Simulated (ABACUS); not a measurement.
Input of an ABACUS 3.10.1 run:

Contents of INPUT:

```
INPUT_PARAMETERS
suffix              Sn
calculation         scf
basis_type          lcao
pseudo_dir          ./
orbital_dir         ./
symmetry            1
dft_functional      pbe
ecutwfc             100
pseudo_rcut         10
nspin               1
nbands              18
ks_solver           genelpa
smearing_method     fd
smearing_sigma      0.00367493
scf_thr             1e-07
scf_nmax            100
mixing_type         broyden
mixing_beta         0.7
cal_force           1
cal_stress          1
out_mul             1
```

Contents of STRU:

```
ATOMIC_SPECIES
Sn 118.7100 Sn.upf

NUMERICAL_ORBITAL
Sn_confined-atom_8au_2s2p2d.orb

LATTICE_CONSTANT
1.8897261246

LATTICE_VECTORS
0.0000000000 3.2333428000 3.2333428000
3.2333428000 0.0000000000 3.2333428000
3.2333428000 3.2333428000 0.0000000000

ATOMIC_POSITIONS
Direct

Sn
0.0
2
0.7513240000 0.7590190000 0.7625880000 1 1 1
0.4946710000 0.5090020000 0.5000090000 1 1 1
```

Contents of KPT:

```
K_POINTS
0
Gamma
7 7 7 0 0 0
```

Potentials or basis: PseudoDojo NC SR 0.4.1 PBE standard, DZP LCAO (the cutoffs set its grid).

Launch:

```bash
$ OMP_NUM_THREADS=1 mpirun -np 4 abacus > log
```

**Question.** Predict the pressure.

**Answer.** 4.7 GPa.

**Question.** Predict the largest force.

**Answer.** 0.644 eV/Å.

**Question.** Predict the band gap on the k mesh.

**Answer.** None (metal or under the smearing width).

Forces in eV/Å, atoms in the order of the input:
```
Sn  -0.333 -0.535 -0.132
Sn   0.333  0.535  0.132
```

Caveat: the atomic orbitals were generated for these runs and aren't a published set; the basis of atomic orbitals isn't converged, which shifts pressures, moduli and gaps.
